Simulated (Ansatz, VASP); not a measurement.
# Ta: VASP beside Ansatz

File INCAR:

```
SYSTEM = Ta
PREC = Accurate
ENCUT = 520
EDIFF = 1E-6
ISMEAR = 0
SIGMA = 0.15
LREAL = .FALSE.
LASPH = .TRUE.
NELM = 80
ALGO = Fast
ISIF = 2
LWAVE = .FALSE.
LCHARG = .FALSE.
GGA = PE
NBANDS = 12
```

KPOINTS

```
Automatic mesh
0
G
  18 18 18
  0 0 0
```

File POSCAR:

```
Ta
1.0
   -1.6594835689      1.6594835689      1.4105610336
    1.6594835689     -1.6594835689      1.4105610336
    1.6594835689      1.6594835689     -1.4105610336
Ta
1
Direct
    0.0000000000      0.0000000000      0.0000000000
```

Input for Ansatz:

```yaml
crystal:
  lattice:
    - [-1.6594835689, 1.6594835689, 1.4105610336]
    - [1.6594835689, -1.6594835689, 1.4105610336]
    - [1.6594835689, 1.6594835689, -1.4105610336]
  atoms:
    - { symbol: Ta, position: [0.0, 0.0, 0.0] }
basis:
  ecutwfc: 420
kpoints:
  mp_grid: { grid: [18, 18, 18] }
hamiltonian:
  xc: pbe
  pseudopotentials: { kind: paw, azcp: { folder: soft_1 } }
scf:
  occupations: { method: gaussian, width: 0.15 }
output:
  forces: true
  stress: true
  eigenvalues: true
```

Change from the starting cell: normal strain along x +0.0000, normal strain along z -0.1500.

Alike in both runs: task single point; functional PBE; k mesh 18 × 18 × 18; occupations gaussian, width 0.15 eV; no spin polarisation.

|  | VASP | Ansatz |
| --- | --- | --- |
| version | VASP 6.6.1 | Ansatz 0.2.0 |
| potentials or method | VASP PAW PBE potentials, release 64 (Ta_pv) | scalar-relativistic, plane waves, PAW |
| plane-wave cutoff (eV) | 520 | 420 |
| valence electrons in the cell | 11 | 13 |

Ansatz gave:

| Property | Result |
| --- | --- |
| gap on the k mesh at the Fermi level (eV) | none |
| pressure (GPa) | 46.6 |
| largest component of the traceless stress (GPa) | 16.72 |

Q: What did VASP give for the same quantities?

A: gap on the k mesh at the Fermi level (eV): none; pressure (GPa): 47.1; largest component of the traceless stress (GPa): 16.79.

A gap of «none» marks a metal or a gap that the smearing closes. The two sets of potentials don't hold the same shells in valence.

Caveats: so large a pressure means that the cell lies far from this level's equilibrium, or that cutoff or potentials fall short (VASP). Spin-orbit coupling is left out, which matters for the levels of Ta.
